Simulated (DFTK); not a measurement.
Ge:

```
Ge
1.0
     0.00000    2.82891    2.82891
     2.82891    0.00000    2.82891
     2.82891    2.82891    0.00000
Ge
2
Direct
  0.75000 0.75000 0.75000
  0.50000 0.50000 0.50000
```

Base run:

| Item | Value |
| --- | --- |
| Program | DFTK 0.8.2 |
| Functional | LDA |
| Potentials or basis | cp2k.nc.sr.lda.v0_1.largecore.gth (LDA, GTH) |
| Cutoff | 544 eV |
| k mesh | 8 × 8 × 8 |
| Occupations | fermi-dirac, width 0.05 eV |
| Spin | no spin polarisation |

Its results: band gap on the k mesh none (metal or under the smearing width).

Q: After a change of settings the same cell gave: band gap on the k mesh 0.66 eV, indirect (least direct gap 0.89 eV). Which change was it?
A. functional from LDA to BJ06; potentials or basis from cp2k.nc.sr.lda.v0_1.largecore.gth (LDA, GTH) to cp2k.nc.sr.pbe.v0_1.semicore.gth (PBE, GTH); cutoff from 544 eV to 789 eV
B. functional from LDA to PBE; potentials or basis from cp2k.nc.sr.lda.v0_1.largecore.gth (LDA, GTH) to dojo.nc.sr.pbe.v0_4_1.standard.upf (PBE); cutoff from 544 eV to 1061 eV; valence electrons from 8 to 28
C. functional from LDA to PBE; potentials or basis from cp2k.nc.sr.lda.v0_1.largecore.gth (LDA, GTH) to cp2k.nc.sr.pbe.v0_1.largecore.gth (PBE, GTH); cutoff from 544 eV to 599 eV

A: A.

Caveats: GTH potentials come without recommended cutoffs, and this one wasn't checked for convergence; this crystal is a semiconductor, whose small gap the functional closes, so the metal is an error of the method (some runs); the program leaves the constant c of mgga_x_tb09 at 1, so the potential is Becke-Johnson's (BJ06) and not Tran and Blaha's, with levels but no total energy (some runs); the program warned that the kinetic-energy density falls under its von Weizsäcker bound, which can give unphysical results (some runs).

Not every run made on this cell is shown here.
